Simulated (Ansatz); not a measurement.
# SnSe: Sn vacancy

Computed with DFT PBE, scalar-relativistic, plane waves, PAW in Ansatz 0.2.0. Settings: 420 eV cutoff, 2×2×2 k-mesh, shifted by half a step, Gaussian smearing of 0.02 eV, collinear spin.

Host crystal, relaxed:

```xyz
2
Lattice="0.0000 3.0308 3.0308 3.0308 0.0000 3.0308 3.0308 3.0308 0.0000" Properties=species:S:1:pos:R:3 pbc="T T T"
Sn    0.0000    0.0000    0.0000
Se    3.0308    3.0308    3.0308
```

Supercell of 32 atoms, rows in host cell vectors: 1 -3 1; -3 1 1; 1 1 -3. Atoms relax at the host's cell, keeping the symmetry that the supercell leaves at the site. The cell is small, so energies carry finite-size errors of tenths of an eV. Atoms are taken from and returned to the elements' standard states.

Defect: Sn vacancy at (0.000, 0.000, 0.000) of the host cell.

What is the formation energy of the neutral defect?

1.15 eV.

Does the neutral defect carry a moment, and how do its surroundings relax?

It changes the cell's moment by 1.35 μB. The nearest neighbours before are 6 Se at 3.03 Å; after relaxation the atoms near the site are 6 Se at 3.12 Å; the largest move is 0.08 Å.